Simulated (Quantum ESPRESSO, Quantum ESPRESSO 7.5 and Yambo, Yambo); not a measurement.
**Local fields in the dielectric function of BeTe (F-43m)**

What do local fields and a kernel do to the response of BeTe (F-43m)?

Method: PBE and many-body steps on it, plane waves, in Quantum ESPRESSO 7.5 and Yambo 5.3.0.

The database entry behind the starting cell differs from later determinations by our own check (an axis about 1.5 % short against later determinations), so it need not match the best structure at ambient conditions.

## 1. The structure

The structure is cubic, space group F-43m (No. 216). Conventional cell: a = 5.540 Å, b = 5.540 Å, c = 5.540 Å, α = 90.00°, β = 90.00°, γ = 90.00°. Nearest to Be lie 4 Te at 2.40 Å. Nearest to Te lie 4 Be at 2.40 Å. Farther neighbours and most contacts between anions are not listed.

Structure file:

```cif
data_structure
_symmetry_space_group_name_H-M 'P 1'
_symmetry_Int_Tables_number 1
_cell_length_a 3.9174
_cell_length_b 3.9174
_cell_length_c 3.9174
_cell_angle_alpha 60.000
_cell_angle_beta 60.000
_cell_angle_gamma 60.000
_cell_volume 42.51
loop_
_atom_site_label
_atom_site_type_symbol
_atom_site_fract_x
_atom_site_fract_y
_atom_site_fract_z
_atom_site_occupancy
Be1 Be 0.00000 0.00000 0.00000 1
Te2 Te 0.25000 0.25000 0.25000 1
```

The cell and positions come from the Crystallography Open Database and are kept as given unless a step says otherwise. Spin-orbit coupling is left out unless a step names it.

## 2. Empty states on the mesh, 6×6×6 mesh, 49 bands

This step: Quantum ESPRESSO 7.5; DFT, PBE, plane waves, norm-conserving pseudopotentials.

The sums over transitions need many empty states on a uniform mesh; this step solves for them.

Input file pw.in:

```
&control
  calculation = 'nscf'
  prefix = 'x'
  outdir = 'o'
  pseudo_dir = 'pseudo'
/
&system
  ibrav = 0
  nat = 2
  ntyp = 2
  ecutwfc = 76.0
  nbnd = 49
  force_symmorphic = .true.
/
&electrons
  conv_thr = 1e-9
  electron_maxstep = 80
  diago_full_acc = .true.
  diago_thr_init = 5e-6
/
ATOMIC_SPECIES
  Be 9.012 Be.upf
  Te 127.6 Te.upf
CELL_PARAMETERS angstrom
  0.0000000000 2.7700000000 2.7700000000
  2.7700000000 0.0000000000 2.7700000000
  2.7700000000 2.7700000000 -0.0000000000
ATOMIC_POSITIONS crystal
  Be 0.0000000000 0.0000000000 0.0000000000
  Te 0.2500000000 0.2500000000 0.2500000000
K_POINTS automatic
  6 6 6 0 0 0
```

Launch:

```bash
OMP_NUM_THREADS=1 mpirun -n 4 pw.x -nk 4 -in pw.in > pw.out
```

The program printed:

```text
Program PWSCF v.7.5 starts

     This program is part of the open-source Quantum ESPRESSO suite
     for quantum simulation of materials; please cite
         "P. Giannozzi et al., J. Phys.:Condens. Matter 21 395502 (2009);
         "P. Giannozzi et al., J. Phys.:Condens. Matter 29 465901 (2017);
         "P. Giannozzi et al., J. Chem. Phys. 152 154105 (2020);
     in publications or presentations arising from this work. More details at

     Atomic positions and unit cell read from directory:
     o/x.save/

     Message from routine setup:
[...]
52.9352

          k = 0.2357 0.2357-0.2357 (  3203 PWs)   bands (ev):

[...]
41.0334  43.3400  43.3400  43.4772  44.1254  44.1254  44.9986  45.2553
    47.9728  48.2716  48.2716  51.0235  51.0235  51.6890  52.7492  52.7493
    55.0131

          k =-0.3536-0.3536 0.3536 (  3214 PWs)   bands (ev):

     [... further k-points ...]

     highest occupied, lowest unoccupied level (ev):     8.4374   10.3016

     XML data file, pseudopotentials, collected wavefunctions

=------------------------------------------------------------------------------=
   JOB DONE.
=------------------------------------------------------------------------------=
```

Elapsed: 5.8 s, on 4 MPI ranks of Arm Neoverse V1, shared host; peak memory 0.25 GiB.

Numbers from this step:

* gap: 1.864 eV
* k of the valence top: 0, 0, 0
* k of the conduction bottom: 0, -0.5, -0.5
* least direct gap: 3.606 eV
* k points computed: 16
* lowest point of the top converged band, above the valence top: 44.50 eV

On this mesh the gap is 1.864 eV.

The density comes from a self-consistent run that is not shown.

## 3. Conversion and set-up

This step: Yambo 5.3.0; conversion and set-up on PBE, plane waves, norm-conserving pseudopotentials.

The states are converted to the many-body program's format and the q mesh is built.

Launch:

```bash
(cd o/x.save; p2y > p2y.log; mv SAVE ../..); yambo > setup.log
```

The program printed:

```text
 Yambo, version 5.3.0

 [02] CORE Variables Setup
 =========================

  [02.01] Unit cells
  ==================

  Cell kind             :  FCC
  Atoms in the cell     :  Be  Te
  number of Be atoms    :  1
  number of Te atoms    :  1

  List of atomic masses
  Mass of Be    :  9.012000
  Mass of Te    :  127.6000

  List of atomic coordinates    : [cc]
  Be1       :  0.000000  0.000000  0.000000  order 1
  Te1       :  2.617271  2.617271  2.617271  order 2

  Alat factors          :  5.234541  5.234541  5.234541 [a.u.]
  Direct lattice volume :  286.8573 [a.u.]
[...]
Q [ 1]         [rlu]:  0.000000  0.000000  0.000000
 Q [ 2]         [rlu]: -0.64126E-17 -0.64126E-17  0.16667
 Q [ 3]         [rlu]: -0.12825E-16 -0.12825E-16  0.33333
[...]
Q [ 8]         [rlu]:  0.12289E-16  0.16667     -0.33333
 Q [ 9]         [rlu]:  0.12825E-16  0.16667     -0.16667
 Q [10]         [rlu]:  0.21820E-16  0.33333      0.33333
     [... 4 further rows ...]
 Q [15]         [rlu]:  0.166667  0.333333 -0.333333
 Q [16]         [rlu]:  0.166667 -0.500000 -0.333333

  [03.01] X indexes
  =================

   [03.01.01] Sigma indexes
   ========================

 [06] Game Over & Game summary
```

Wall time 2.4 s (1 MPI rank); peak memory 0.24 GiB.

## 4. RPA response with local fields

The response function is computed on a frequency grid, with local fields up to the given cutoff.

This step: RPA response with local fields on PBE, plane waves, norm-conserving pseudopotentials.

Input file optics1.in:

```
optics
chi
dipoles
Chimod= "HARTREE"
% QpntsRXd
 1 | 4 |
%
% BndsRnXd
 1 | 49 |
%
NGsBlkXd= 3 Ry
% EnRngeXd
 0 | 30 | eV
%
% DmRngeXd
 0.2 | 0.2 | eV
%
ETStpsXd= 301
% LongDrXd
 1 | 0 | 0 |
%
```

Launch:

```bash
OMP_NUM_THREADS=1 mpirun -n 4 yambo -F optics1.in -J optics1 -C optics1 > optics1.log
```

The program printed:

```text
 Yambo, version 5.3.0

 [02] CORE Variables Setup
 =========================

  [... cell, symmetries and grids as in the set-up ...]

  [02.05] Energies & Occupations
  ==============================

  [X] === General ===
  [X] Electronic Temperature                        :  0.000000  0.000000 [eV K]
  [X] Bosonic    Temperature                        :  0.000000  0.000000 [eV K]
  [X] Finite Temperature mode                       : no
  [X] El. density                                   :  0.47050E+24 [cm-3]
  [X] Fermi Level                                   :  8.437427 [eV]

  [X] === Gaps and Widths ===
  [X] Conduction Band Min                           :  1.864207 [eV]
  [X] Valence Band Max                              :  0.000000 [eV]
  [X] Filled Bands                                  :  10
  [X] Empty Bands                                   :   11   49
  [X] Direct Gap                                    :  3.605898 [eV]
  [X] Direct Gap localized at k                     :  1
  [X] Indirect Gap                                  :  1.864207 [eV]
  [X] Indirect Gap between kpts                     :   1  13
  [X] Last valence band width                       :  3.307882 [eV]
  [X] 1st conduction band width                     :  2.623786 [eV]

 [03] Transferred momenta grid and indexing
 ==========================================

 IBZ Q-points                                      :  16
 BZ  Q-points                                      :  216

 K/Q-points units:
 rlu = crystal or reduced units; cc = cartesian coordinates; iku = interal k-units

 Q [ 1]         [rlu]:  0.000000  0.000000  0.000000
 Q [ 2]         [rlu]: -0.64126E-17 -0.64126E-17  0.16667
 Q [ 3]         [rlu]: -0.12825E-16 -0.12825E-16  0.33333
 Q [ 4]         [rlu]:  0.12289E-16  0.12289E-16 -0.50000
 Q [ 5]         [rlu]:  0.10910E-16  0.16667      0.16667
 Q [ 6]         [rlu]:  0.16711E-16  0.16667      0.33333
 Q [ 7]         [rlu]:  0.10717E-17  0.16667      0.50000
 Q [ 8]         [rlu]:  0.12289E-16  0.16667     -0.33333
 Q [ 9]         [rlu]:  0.12825E-16  0.16667     -0.16667
 Q [10]         [rlu]:  0.21820E-16  0.33333      0.33333
     [... 4 further rows ...]
 Q [15]         [rlu]:  0.166667  0.333333 -0.333333
 Q [16]         [rlu]:  0.166667 -0.500000 -0.333333

 [04] Dipoles
 ============

  [04.01] Setup: observables and procedures
  =========================================

  [WARNING] [r,Vnl^pseudo] included in position and velocity dipoles.

  [WARNING] In case H contains other non local terms, these are neglected

 [05] Optics
 ===========

 [08] Game Over & Game summary
```

Run time: 41 s. Hardware: 4 MPI ranks; peak memory 1.4 GiB; 2.7 min of CPU time.

Numbers from this step:

- ε at zero frequency: 7.483
- the same without local fields: 8.500
- loss peak: 16.8 eV

The static value is 7.48.

The ε₂ has structure finer than the step of the table below, so its rows give means over 1 eV, whole bins alone (the curve runs from 0 to 30 eV). Peaks (eV: height): HARTREE 5.1: 28.0, 7.6: 8.49; no local fields 5.0: 31.8, 7.5: 9.95.

Broadening 0.2 eV; field along x. ε₂ against energy; means over each step:

```
energy (eV)  HARTREE  no local fields
          1    0.262            0.327
          2    0.402            0.504
          3     1.16             1.49
          4     7.90             10.3
          5     19.0             22.6
          6     7.15             7.67
          7     5.71             7.39
          8     6.97             6.11
          9     2.26             1.84
         10     1.52             1.44
         11     1.22             1.23
         12     1.08             1.01
         13    0.984            0.864
         14    0.597            0.562
         15    0.666            0.612
         16    0.369            0.312
         17    0.279            0.272
         18    0.331            0.264
         19    0.197            0.178
         20    0.170            0.147
         21    0.156            0.149
         22    0.149            0.137
         23    0.143            0.106
         24   0.0988           0.0918
         25    0.114           0.0851
         26   0.0817           0.0580
         27   0.0769           0.0533
         28   0.0582           0.0457
         29   0.0599           0.0449
```

The loss function, HARTREE has structure finer than the step of the table below, so its rows give means over 1 eV, whole bins alone (the curve runs from 0 to 30 eV). Peaks (eV: height): 14.8: 1.56, 16.8: 3.96, 18.1: 3.12.

Broadening 0.2 eV; field along x. Table of loss function, HARTREE by energy loss; means over each step:

```
energy loss (eV)  loss function, HARTREE
               1                 0.00435
               2                 0.00530
               3                 0.00847
               4                  0.0263
               5                  0.0404
               6                   0.120
               7                   0.176
               8                   0.112
               9                   0.141
              10                   0.261
              11                   0.475
              12                   0.604
              13                   0.682
              14                    1.14
              15                    1.30
              16                    2.15
              17                    3.24
              18                    2.70
              19                    2.43
              20                    1.32
              21                   0.809
              22                   0.598
              23                   0.554
              24                   0.303
              25                   0.309
              26                   0.211
              27                   0.178
              28                   0.121
              29                   0.117
```

Broadening 0.2 eV; momentum transfer q number 2. Table of Im eps by energy; read off at these points:

```
energy (eV)  HARTREE  no local fields
        0.0    0.129            0.167
        1.0    0.141            0.183
        2.0    0.187            0.246
        3.0    0.367            0.496
        4.0     1.50             2.07
        5.0     3.79             5.75
        6.0     12.5             18.3
        6.2     14.5             19.5
        6.7     16.0             16.4
        7.0     15.0             12.9
        8.0     3.39             3.26
        9.0     2.28             2.27
       10.0     2.61             2.52
       11.0     2.09             1.86
       12.0     1.12            0.993
       13.0    0.901            0.870
       14.0    0.678            0.574
       15.0    0.675            0.578
       16.0    0.530            0.453
       17.0    0.387            0.373
       18.0    0.283            0.256
       19.0    0.213            0.216
       20.0    0.196            0.168
       21.0    0.146            0.139
       22.0    0.174            0.164
       23.0    0.167            0.138
       24.0   0.0986           0.0853
       25.0    0.110           0.0960
       26.0    0.105           0.0736
       27.0   0.0763           0.0579
       28.0   0.0834           0.0648
       29.0   0.0668           0.0495
       30.0   0.0502           0.0385
```

The -Im 1/eps, HARTREE has structure finer than the step of the table below, so its rows give means over 1 eV, whole bins alone (the curve runs from 0 to 30 eV). Peaks (eV: height): 16.7: 2.74, 17.9: 3.32.

Broadening 0.2 eV; momentum transfer q number 2. The -Im 1/eps, HARTREE by energy loss; means over each step:

```
energy loss (eV)  -Im 1/eps, HARTREE
               1             0.00448
               2             0.00523
               3             0.00867
               4              0.0202
               5              0.0317
               6              0.0510
               7              0.0646
               8               0.129
               9               0.282
              10               0.344
              11               0.323
              12               0.427
              13               0.741
              14               0.968
              15                1.35
              16                1.88
              17                2.51
              18                3.03
              19                2.34
              20                1.43
              21               0.802
              22               0.669
              23               0.573
              24               0.342
              25               0.284
              26               0.245
              27               0.169
              28               0.150
              29               0.128
```

Broadening 0.2 eV; momentum transfer q number 3. The Im eps by energy; read off at these points:

```
energy (eV)  HARTREE  no local fields
        0.0   0.0607           0.0816
        1.0   0.0644           0.0868
        2.0   0.0783            0.107
        3.0    0.150            0.211
        4.0    0.285            0.403
        5.0    0.781             1.14
        6.0     1.84             2.80
        7.0     4.22             8.16
        7.5     7.54             11.9
        8.0     8.25             8.97
        9.0     5.04             4.94
       10.0     4.34             3.78
       11.0     2.44             1.94
       12.0     2.16             2.03
       13.0     1.73             1.48
       14.0     1.58             1.28
       15.0    0.930            0.888
       16.0    0.800            0.796
       17.0    0.471            0.482
       18.0    0.374            0.364
       19.0    0.274            0.302
       20.0    0.277            0.296
       21.0    0.277            0.246
       22.0    0.213            0.208
       23.0    0.193            0.156
       24.0    0.131            0.118
       25.0    0.142            0.130
       26.0    0.121           0.0960
       27.0   0.0977           0.0766
       28.0    0.104           0.0835
       29.0   0.0714           0.0559
       30.0   0.0738           0.0584
```

## 5. Independent-particle response

This step: independent-particle response on PBE, plane waves, norm-conserving pseudopotentials.

Input file optics2.in:

```
optics
chi
dipoles
Chimod= "IP"
% QpntsRXd
 1 | 1 |
%
% BndsRnXd
 1 | 49 |
%
NGsBlkXd= 1 RL
% EnRngeXd
 0 | 30 | eV
%
% DmRngeXd
 0.2 | 0.2 | eV
%
ETStpsXd= 301
% LongDrXd
 1 | 0 | 0 |
%
```

Launch:

```bash
OMP_NUM_THREADS=1 mpirun -n 4 yambo -F optics2.in -J optics2 -C optics2 > optics2.log
```

The program printed:

```text
 Yambo, version 5.3.0

 [02] CORE Variables Setup
 =========================

  [... cell, symmetries and grids as in the set-up ...]

  [02.05] Energies & Occupations
  ==============================

  [X] === General ===
  [X] Electronic Temperature                        :  0.000000  0.000000 [eV K]
  [X] Bosonic    Temperature                        :  0.000000  0.000000 [eV K]
  [X] Finite Temperature mode                       : no
  [X] El. density                                   :  0.47050E+24 [cm-3]
  [X] Fermi Level                                   :  8.437427 [eV]

  [X] === Gaps and Widths ===
  [X] Conduction Band Min                           :  1.864207 [eV]
  [X] Valence Band Max                              :  0.000000 [eV]
  [X] Filled Bands                                  :  10
  [X] Empty Bands                                   :   11   49
  [X] Direct Gap                                    :  3.605898 [eV]
  [X] Direct Gap localized at k                     :  1
  [X] Indirect Gap                                  :  1.864207 [eV]
  [X] Indirect Gap between kpts                     :   1  13
  [X] Last valence band width                       :  3.307882 [eV]
  [X] 1st conduction band width                     :  2.623786 [eV]

 [03] Transferred momenta grid and indexing
 ==========================================

 IBZ Q-points                                      :  16
 BZ  Q-points                                      :  216

 K/Q-points units:
 rlu = crystal or reduced units; cc = cartesian coordinates; iku = interal k-units

 Q [ 1]         [rlu]:  0.000000  0.000000  0.000000
 Q [ 2]         [rlu]: -0.64126E-17 -0.64126E-17  0.16667
 Q [ 3]         [rlu]: -0.12825E-16 -0.12825E-16  0.33333
[...]
Q [ 8]         [rlu]:  0.12289E-16  0.16667     -0.33333
 Q [ 9]         [rlu]:  0.12825E-16  0.16667     -0.16667
 Q [10]         [rlu]:  0.21820E-16  0.33333      0.33333
     [... 4 further rows ...]
 Q [15]         [rlu]:  0.166667  0.333333 -0.333333
 Q [16]         [rlu]:  0.166667 -0.500000 -0.333333

 [04] Dipoles
 ============

  [04.01] Setup: observables and procedures
  =========================================

  [WARNING] [r,Vnl^pseudo] included in position and velocity dipoles.

  [WARNING] In case H contains other non local terms, these are neglected

 [05] Optics
 ===========

 [08] Game Over & Game summary
```

The job ended after 2.4 s (4 MPI ranks; peak memory 1 GiB).

This step gave:

| Item | Value |
| --- | --- |
| ε at zero frequency | 8.500 |
| loss peak | 16.9 eV |

The static value is 8.50.

The ε₂, IP has structure finer than the step of the table below, so its rows give means over 1 eV, whole bins alone (the curve runs from 0 to 30 eV). Peaks (eV: height): 5.0: 31.8, 7.5: 9.95.

Broadening 0.2 eV; field along x. Table of ε₂, IP by energy; means over each step:

```
energy (eV)  ε₂, IP
          1   0.327
          2   0.504
          3    1.49
          4    10.3
          5    22.6
          6    7.67
          7    7.39
          8    6.11
          9    1.84
         10    1.44
         11    1.23
         12    1.01
         13   0.864
         14   0.562
         15   0.612
         16   0.312
         17   0.272
         18   0.264
         19   0.178
         20   0.147
         21   0.149
         22   0.137
         23   0.106
         24  0.0918
         25  0.0851
         26  0.0580
         27  0.0533
         28  0.0457
         29  0.0449
```

(Part 1 of 3 ends here.)

[Paths, hosts, dates, memory and timing lines, banners, echoed tables and standing remarks are left out of the program output.]

[Logs are printed without paths, hosts, clocks, repeated set-up lines and the standing remarks that a program may print on its own settings, such as how far it seeks lower states.]

[Runs of the session that timed out or met a known fault of the program may be left out.]

[Hosts, paths, dates, database ids (printed as entryN), source tags and the programs' standing remarks are cut or masked in the printed files.]
